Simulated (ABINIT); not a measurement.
Crystal: Si2W.

```xyz
3
Lattice="-1.6069 1.6069 3.9150 1.6069 -1.6069 3.9150 1.6069 1.6069 -3.9150" Properties=species:S:1:pos:R:3 pbc="T T T"
W     0.0000    0.0000    0.0000
Si    0.0000    0.0000    5.2092
Si    0.0000    0.0000    2.6207
```

Base run:

- Program: ABINIT 10.8.3 (patched build)
- Functional: LDA
- Potentials or basis: PseudoDojo NC SR LDA v0.4.1 standard
- Cutoff: 816 eV
- k mesh: 9 × 9 × 9
- Occupations: fermi-dirac, width 0.05 eV
- Spin: no spin polarisation

Its results: band gap on the k mesh none (metal or under the smearing width); pressure -6.4 GPa; largest force 0.089 eV/Å.

Problem. The run is repeated on the same cell with these changes: functional from LDA to PBEsol; potentials or basis from PseudoDojo NC SR LDA v0.4.1 standard to PseudoDojo NC SR PBEsol v0.4.1 standard; cutoff from 816 eV to 844 eV. What comes out?

Solution. Band gap on the k mesh none (metal or under the smearing width); pressure -2.0 GPa; largest force 0.008 eV/Å.

Caveats: the cutoff is short for stress, so the pressure is rough (some runs).
